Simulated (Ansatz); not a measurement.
A series in volume scale on SnO

Results calculated with Ansatz 0.2.0, not measured. Periodic Kohn-Sham DFT of a crystal at fixed atoms, scaled to volume_scale times the given cell; pressure positive in compression, energy less spherical unpolarised free atoms, largest_vzz the field gradient of largest size among the nuclei.

The cell before it is scaled or strained (space group P4/nmm, No. 129):
```
CELL_PARAMETERS angstrom
3.80200 0.00000 0.00000
0.00000 3.80200 0.00000
0.00000 0.00000 4.83600
ATOMIC_POSITIONS crystal
Sn 0.00000 0.50000 0.23850
Sn 0.50000 0.00000 0.76150
O 0.00000 0.00000 0.00000
O 0.50000 0.50000 0.00000
```

Settings of every row: method all-electron LAPW; functional PBE; relativity scalar; k mesh 8x8x6; filling fermi-dirac; smearing width 0.01 eV; basis error target 1 meV/atom; nucleus gaussian.

Atom start moment: 0 on all atoms.

Limits: small gap, it may come from the mesh.

| row | volume scale | V (Å³/atom) | energy less free atoms (eV/atom) | pressure (GPa) |
| --- | --- | --- | --- | --- |
| 1 | 0.94 | 16.428 | -5.6173 | 11.402 |
| 2 | 0.96 | 16.777 | -5.6392 | 8.705 |
| 3 | 0.98 | 17.127 | -5.6555 | 6.28 |
| 4 | 0.99 | 17.302 | -5.6617 | 5.185 |
| 5 | 1 | 17.476 | -5.6668 | 4.165 |
| 6 | 1.01 | 17.651 | -5.6708 | 3.173 |
| 7 | 1.02 | 17.826 | -5.6738 | 2.218 |
| 8 | 1.04 | 18.175 | ? | ? |
| 9 | 1.06 | 18.525 | -5.6758 | -1.153 |

Question: what energy less free atoms and pressure should row 8 give?

Worked fit of energy less free atoms. Take u = (V_r/V)^(2/3) − 1 with V_r = 17.389 Å³ an atom, which is twice the finite (Eulerian) strain; such expansions in the strain, on which the Birch-Murnaghan equation of state is built, carry the rest volume and the bulk modulus. The shown rows have u = 0.03863, 0.02417, 0.01017, 0.00335, -0.00332, -0.00992, -0.01641, -0.04131. Least squares give energy less free atoms = −5.66444 + 0.7626 × u + 11.808 × u² eV/atom; a straight line predicts inner rows, each left out in turn, worse (root mean square 0.0057 against 6.9e-05 eV/atom). The rows lie off it by 0.0001, -0.0001, 0.0000, 0.0001, 0.0000, 0.0000, 0.0000, 0.0000. Its lowest point lies at u = -0.0323, or V = 18.27 Å³ an atom, and the curvature there gives the bulk modulus at fixed shape and fractions, B = (4/9)(1 + u)² E″(u)/V = 86.2 GPa. Letting shape and atoms relax would as a rule lower it, by much in layered, chain or molecular crystals. The withheld row has u = -0.02904, so the fit gives −5.66444 + 0.7626 × (-0.02904) + 11.808 × (-0.02904)² = -5.6766 eV/atom.

The calculation gave -5.6766 eV/atom. The fit meets it to the printed digit.

Worked fit of pressure. Take u = (V_r/V)^(2/3) − 1 with V_r = 17.389 Å³ an atom, which is twice the finite (Eulerian) strain; such expansions in the strain, on which the Birch-Murnaghan equation of state is built, carry the rest volume and the bulk modulus. The shown rows have u = 0.03863, 0.02417, 0.01017, 0.00335, -0.00332, -0.00992, -0.01641, -0.04131. Least squares give pressure = 4.6665 + 155.329 × u + 424.59 × u² + 1808 × u³ GPa; a parabola predicts inner rows, each left out in turn, worse (root mean square 0.03 against 0.014 GPa). The rows lie off it by -0.003, 0.011, -0.012, -0.007, 0.010, 0.007, -0.006, 0.000 (root mean square 0.008 GPa). The pressure vanishes at u = -0.0325, or V = 18.27 Å³ an atom, and there the bulk modulus at fixed shape and fractions is B = −V dP/dV = (2/3)(1 + u) dP/du = 86.1 GPa. Letting shape and atoms relax would as a rule lower it, by much in layered, chain or molecular crystals. The withheld row has u = -0.02904, so the fit gives 4.6665 + 155.329 × (-0.02904) + 424.59 × (-0.02904)² + 1808 × (-0.02904)³ = 0.470 GPa.

The calculation gave 0.445 GPa. The fit lies 0.025 GPa (5.6 % of the value, 0.2 % of the column's range) above it; its largest miss of a shown row is 0.012 GPa.
